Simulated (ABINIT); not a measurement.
Crystal: FePt (Tetraferroplatinum).

```xyz
2
Lattice="2.7235 0.0000 0.0000 0.0000 2.7235 0.0000 0.0000 0.0000 3.7200" Properties=species:S:1:pos:R:3 pbc="T T T"
Pt    1.3618    1.3618    1.8600
Fe    0.0000    0.0000    0.0000
```

- Program: ABINIT 10.8.3 (patched build)
- Task: relaxation of cell and atoms
- Functional: PBE
- Potentials or basis: SG15 NC PBE v1.2
- Cutoff: 1088 eV
- k mesh: 8 × 8 × 5
- Occupations: fermi-dirac, width 0.05 eV
- Spin: collinear spin, ferromagnetic start
- Starting moments: [0.0, 3.0] μB

At the start: pressure 4.9 GPa; volume 13.80 Å³/atom.

Question: How do energy, volume and symmetry change on relaxing?

Answer: Over 8 steps the energy falls by 5.1 meV/atom and the volume is 14.14 Å³/atom (+2.5 %); space group P4/mmm (No. 123, to 0.05 Å); moment 3.42 μB per cell.

The path:
| step | energy change (eV) | largest force (eV/Å) | pressure (GPa) | volume (Å³) |
| --- | --- | --- | --- | --- |
| 1 | 0.0000 | 0.0000 | 4.94 | 27.59 |
| 2 | -0.0088 | 0.0000 | 1.81 | 28.01 |
| 3 | -0.0102 | 0.0000 | 0.07 | 28.26 |
| 4 | -0.0102 | 0.0000 | 0.00 | 28.27 |
| 5 | -0.0102 | 0.0000 | -0.03 | 28.28 |
| 6 | -0.0102 | 0.0000 | -0.03 | 28.28 |
| 7 | -0.0102 | 0.0000 | -0.01 | 28.27 |
| 8 | -0.0102 | 0.0000 | 0.00 | 28.27 |

Final structure:
```
CELL_PARAMETERS angstrom
2.74425 0.00000 0.00000
0.00000 2.74425 0.00000
0.00000 0.00000 3.75431
ATOMIC_POSITIONS crystal
Pt 0.50000 0.50000 0.50000
Fe 0.00000 0.00000 0.00000
```
